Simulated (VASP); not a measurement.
# Si (Imma) in VASP: phonons with LDA

Aim: the phonons of Si with LDA.

Everything below comes from runs of VASP 6.6.1. Logs are shortened: lines on timing, memory, paths and dates and some standing lists are left out, and cuts for length are marked.

### Step 1. Starting point

It takes space group Imma (No. 74, orthorhombic). Conventional cell: a = 3.831 Å, b = 3.994 Å, c = 5.352 Å, α = 90.00°, β = 90.00°, γ = 90.00°. Si (site symmetry mm2) is surrounded by 4 Si at 2.35 to 2.39 Å.

### Step 2. Phonons, LDA

File POSCAR:

```
Si
1.0
    0.0577217258      2.7663982742      2.6762435158
    2.7663982742      0.0577217258      2.6762435158
    2.8241200000      2.8241200000      0.0000000000
Si
2
Direct
    0.0026634000      0.0026634000      0.9973370000
    0.2473360000      0.2473360000      0.2526640000
```

File INCAR.step1:

```
SYSTEM = Si
PREC = Accurate
ENCUT = 600
EDIFF = 1E-8
ISMEAR = 0
SIGMA = 0.01
LREAL = .FALSE.
LASPH = .TRUE.
NELM = 60
ALGO = Normal
ISIF = 3
LWAVE = .FALSE.
LCHARG = .FALSE.
GGA = CA
IBRION = 2
NSW = 40
EDIFFG = -0.002
```

File INCAR.step2:

```
SYSTEM = Si
PREC = Accurate
ENCUT = 600
EDIFF = 1E-8
ISMEAR = 0
SIGMA = 0.01
LREAL = .FALSE.
LASPH = .TRUE.
NELM = 60
ALGO = Normal
ISIF = 2
LWAVE = .FALSE.
LCHARG = .FALSE.
GGA = CA
IBRION = 8
NSW = 1
```

File KPOINTS:

```
regular mesh
0
G
  10 10 10
  0 0 0
```

Potentials or basis: VASP PAW LDA potentials, release 64 (Si).

Command:

```console
$ cat potpaw_LDA.64/Si/POTCAR > POTCAR
$ cp INCAR.step1 INCAR
$ mpirun -np 1 vasp_std > vasp.out
$ cp CONTCAR POSCAR
$ cp INCAR.step2 INCAR
$ mpirun -np 1 vasp_std > vasp.out
```

OUTCAR:

```text
SYSTEM = Si
   PREC = Accurate
   ENCUT = 600
   EDIFF = 1E-8
   ISMEAR = 0
   LREAL = .FALSE.
   LASPH = .TRUE.
   NELM = 60
   ISIF = 2
   GGA = CA
   IBRION = 8
   NSW = 1

 ion  position               nearest neighbor table
   1  1.000  1.000  0.000-   2 2.34   2 2.34   2 2.34   2 2.34
   2  0.250  0.250  0.250-   1 2.34   1 2.34   1 2.34   1 2.34

  LATTYP: Found a face centered cubic cell.
 ALAT       =     5.4029468835

  Lattice vectors:

 A1 = (  -0.0000177208,   2.7014703426,   2.7014765408)
 A2 = (   2.7014703426,  -0.0000177208,   2.7014765408)
 A3 = (   2.7014526218,   2.7014526218,   0.0000000000)

Analysis of symmetry for initial positions (statically):
=====================================================================
 Subroutine PRICEL returns:
 Original cell was already a primitive cell.

 Routine SETGRP: Setting up the symmetry group for a
 face centered cubic supercell.

 Subroutine GETGRP returns: Found 48 space group operations
 (whereof 24 operations were pure point group operations)
 out of a pool of 48 trial point group operations.

The static configuration has the point symmetry T_d .
 The point group associated with its full space group is O_h .

Analysis of symmetry for dynamics (positions and initial velocities):
=====================================================================
 Subroutine PRICEL returns:
 Original cell was already a primitive cell.

 Routine SETGRP: Setting up the symmetry group for a
 face centered cubic supercell.

 Subroutine GETGRP returns: Found 48 space group operations
 (whereof 24 operations were pure point group operations)
 out of a pool of 48 trial point group operations.

The dynamic configuration has the point symmetry T_d .
 The point group associated with its full space group is O_h .

 Subroutine INISYM returns: Found 48 space group operations
 (whereof 24 operations are pure point group operations),
 and found     1 'primitive' translations

----------------------------------------------------------------------------------------

                                     Primitive cell

  volume of cell :      39.4304

  direct lattice vectors                    reciprocal lattice vectors
    -0.000017721  2.701470343  2.701476541    -0.185083179  0.185083179  0.185083969
     2.701470343 -0.000017721  2.701476541     0.185083179 -0.185083179  0.185083969
     2.701452622  2.701452622  0.000000000     0.185085608  0.185085608 -0.185083969

  length of vectors
     3.820460380  3.820460380  3.820430936     0.320573926  0.320573926  0.320576730

  position of ions in fractional coordinates (direct lattice)
     0.999998561  0.999998561  0.000001839
     0.250000839  0.250000839  0.249999161

  ion indices of the primitive-cell ions
   primitive index   ion index
                 1           1
                 2           2

----------------------------------------------------------------------------------------

 KPOINTS: regular mesh

Automatic generation of k-mesh.
 Grid dimensions read from file:
 generate k-points for:   10   10   10

 Generating k-lattice:

  Cartesian coordinates                     Fractional coordinates (reciprocal lattice)
    -0.018508318  0.018508318  0.018508397     0.100000000  0.000000000  0.000000000
     0.018508318 -0.018508318  0.018508397     0.000000000  0.100000000  0.000000000
     0.018508561  0.018508561 -0.018508397    -0.000000000 -0.000000000  0.100000000

  Length of vectors
     0.032057393  0.032057393  0.032057673

  Shift w.r.t. Gamma in fractional coordinates (k-lattice)
     0.000000000  0.000000000  0.000000000

 Subroutine IBZKPT returns following result:
[... 73 lines left out ...]
   LORBIT       =      0    0 simple, 1 ext, 2 COOP (PROOUT), +10 PAW based schemes
   GGA     = CA    functional components
   LHFCALC =     F    Hartree Fock is set to
   AEXX    =    0.0000 exact exchange contribution
   IVDW    =     0    specifies the selected vdW correction
   LEPSILON=     F    determine dielectric tensor
   LRPA    =     F    only Hartree local field effects (RPA)
 non-spin polarized calculation
 Gauss-broadening in eV      SIGMA  =   0.01
  energy-cutoff  :      600.00
  volume of cell :       39.43
 maximum number of plane-waves:      1363
   NGX = 15   NGY = 15   NGZ = 15

--------------------------------------- Ionic step        1  -------------------------------------------

 number of electron       7.9999998 magnetization

 Free energy of the ion-electron system (eV)
  ---------------------------------------------------
  ext. energy  EPLUGINS =         0.00000000
  ---------------------------------------------------
  free energy    TOTEN  =       -11.91925791 eV

  energy without entropy =      -11.91925791  energy(sigma->0) =      -11.91925791

 E-fermi :   6.0106     XC(G=0):  -9.6635

 val. band max:        5.9277116397   @ k =   0.0000   0.0000   0.0000
 cond. band min:       6.3812079293   @ k =   0.4000   0.4000   0.0000
 fundamental gap:      0.4534962897
 Fermi energy:         6.0105643323

 k-point     1 :       0.0000    0.0000    0.0000
  band No.  band energies     occupation
      1      -6.1351      2.00000
      2       5.9276      2.00000
      3       5.9276      2.00000
      4       5.9277      2.00000
      5       8.4582      0.00000
      6       8.4583      0.00000
      7       8.4583      0.00000
      8       9.3135      0.00000
[... 243 lines left out ...]
 k-point    24 :       0.4000    0.3000    0.0000
  band No.  band energies     occupation
      1      -3.9431      2.00000
      2       0.4861      2.00000
      3       3.0149      2.00000
      4       3.4570      2.00000
      5       6.8659      0.00000
      6       8.0600      0.00000
      7      12.8748      0.00000
      8      12.9907      0.00000

 [... further k-points ...]

------------------------ aborting loop because EDIFF is reached ----------------------------------------

  FORCE on cell =-STRESS in cart. coord.  units (eV):
  Direction    XX          YY          ZZ          XY          YZ          ZX
  --------------------------------------------------------------------------------------
  -------------------------------------------------------------------------------------
  Total        0.0005153      0.0005153      0.0005153     -0.0000000      0.0000000     -0.0000000
  in kB        0.0209367      0.0209367      0.0209368     -0.0000003      0.0000000     -0.0000000
  external PRESSURE =       0.0209368 kB  Pullay stress =       0.0000000 kB

 VOLUME and BASIS-vectors are now :
 -----------------------------------------------------------------------------
  energy-cutoff  :      600.00
  volume of cell :       39.43
      direct lattice vectors                 reciprocal lattice vectors
    -0.000017721  2.701470343  2.701476541    -0.185083179  0.185083179  0.185083969
     2.701470343 -0.000017721  2.701476541     0.185083179 -0.185083179  0.185083969
     2.701452622  2.701452622  0.000000000     0.185085608  0.185085608 -0.185083969

 POSITION                                       TOTAL-FORCE (eV/Angst)
 -----------------------------------------------------------------------------------
      2.70145      2.70145      5.40295         0.000000      0.000000     -0.000000
      1.35073      1.35073      1.35074        -0.000000     -0.000000      0.000000
 -----------------------------------------------------------------------------------
    total drift:                               -0.000233     -0.000233     -0.000194

  FREE ENERGIE OF THE ION-ELECTRON SYSTEM (eV)
  ---------------------------------------------------
  free  energy   TOTEN  =       -11.9192579086 eV

  energy  without entropy=      -11.9192579086  energy(sigma->0) =      -11.91925791

[... ionic steps 2 to 3 ...]

--------------------------------------- Ionic step        4  -------------------------------------------

 Free energy of the ion-electron system (eV)
  ---------------------------------------------------
  ---------------------------------------------------
  free energy    TOTEN  =        -0.01775993 eV

  energy without entropy =       -0.01775993

------------------------ aborting loop because EDIFF is reached ----------------------------------------

 INTERNAL STRAIN TENSOR  FOR ION    1  DIRECTION 1   (eV/Angst):
 -----------------------------------------------------------------------------
     0.00669 -0.00000 -0.00006
    -0.00000  0.03062  9.62144
    -0.00006  9.62144  0.03062

 INTERNAL STRAIN TENSOR FOR ION    2 for displacements in x,y,z  (eV/Angst):
          X           Y           Z          XY          YZ          ZX
  --------------------------------------------------------------------------------
  x     0.00000    -0.00000     0.00000    -0.00000    -9.62143     0.00013
  y    -0.00000    -0.00000    -0.00000    -0.00000     0.00013    -9.62143
  z     0.00013     0.00013     0.00000    -9.62143    -0.00000    -0.00000

 SECOND DERIVATIVES (NOT SYMMETRIZED)
 ------------------------------------
               1X          1Y          1Z          2X          2Y          2Z
  1X   -13.563794    0.000178   -0.000000   13.563794   -0.000178    0.000000
  1Y     0.000178  -13.563794   -0.000000   -0.000178   13.563794    0.000000
  1Z    -0.000000   -0.000000  -13.563857    0.000000    0.000000   13.563857
  2X    13.563794   -0.000178    0.000000  -13.563794    0.000178   -0.000000
  2Y    -0.000178   13.563794    0.000000    0.000178  -13.563794   -0.000000
  2Z     0.000000    0.000000   13.563857   -0.000000   -0.000000  -13.563857

 Eigenvectors and eigenvalues of the dynamical matrix
 ----------------------------------------------------

   1 f  =   15.364625 THz    96.538785 2PiTHz  512.508716 cm-1    63.542954 meV
             X         Y         Z           dx          dy          dz
      2.701454  2.701454  5.402945     0.500000   -0.500000   -0.000000
      1.350726  1.350726  1.350743    -0.500000    0.500000    0.000000
[... 21 lines left out ...]
   6 f  =    0.000000 THz     0.000001 2PiTHz    0.000005 cm-1     0.000001 meV
             X         Y         Z           dx          dy          dz
      2.701454  2.701454  5.402945    -0.551730    0.226518    0.379846
      1.350726  1.350726  1.350743    -0.551730    0.226518    0.379846

--------------------------------------------------------------------------------------------------------

 ELASTIC MODULI CONTR FROM IONIC RELAXATION (kBar)
 Direction    XX          YY          ZZ          XY          YZ          ZX
 --------------------------------------------------------------------------------
 XX          -0.0000     -0.0000     -0.0000      0.0036     -0.0000     -0.0000
 YY          -0.0000     -0.0000     -0.0000      0.0036     -0.0000     -0.0000
 ZZ          -0.0000     -0.0000     -0.0000      0.0000     -0.0000     -0.0000
 XY           0.0036      0.0036      0.0000   -277.3160     -0.0000     -0.0000
 YZ          -0.0000     -0.0000     -0.0000     -0.0000   -277.3173      0.0036
 ZX          -0.0000     -0.0000     -0.0000     -0.0000      0.0036   -277.3173
 --------------------------------------------------------------------------------
```

Wall time 2.1 min (1 thread of Intel Xeon 6975P-C (Granite Rapids), shared host); peak memory 0.26 GiB.

Results:

| Property | Result |
| --- | --- |
| Relaxed volume | 19.72 Å³/atom |
| Relaxed cell | a = 3.820 Å, b = 3.820 Å, c = 3.820 Å, α = 60.00°, β = 60.00°, γ = 60.00° |
| Space group after relaxing (to 0.05 Å) | Fd-3m (No. 227) |
| Highest phonon frequency at Γ | 513 cm⁻¹ |

The path:
| step | energy change (eV) | largest force (eV/Å) | pressure (GPa) | volume (Å³) |
| --- | --- | --- | --- | --- |
| 1 | 0.0000 | 0.0001 | -3.38 | 40.94 |
| 2 | -0.0263 | 0.3516 | 2.65 | 38.42 |
| 3 | -0.0329 | 0.2238 | 0.63 | 39.16 |
| 4 | -0.0396 | 0.0457 | 0.31 | 39.30 |
| 5 | -0.0405 | 0.0505 | 0.14 | 39.38 |
| 6 | -0.0405 | 0.0381 | -0.13 | 39.49 |
| 7 | -0.0407 | 0.0034 | -0.01 | 39.43 |
| 8 | -0.0407 | 0.0015 | 0.00 | 39.43 |
| 9 | -0.0407 | 0.0000 | 0.00 | 39.43 |

Final structure:
```
CELL_PARAMETERS angstrom
-0.00002 2.70147 2.70148
2.70147 -0.00002 2.70148
2.70145 2.70145 0.00000
ATOMIC_POSITIONS crystal
Si 0.00000 0.00000 0.00000
Si 0.25000 0.25000 0.25000
```

Phonon frequencies in cm⁻¹ (negative: imaginary):
```
              q point        frequencies
(0.000, 0.000, 0.000)  0 0 0 513 513 513
```
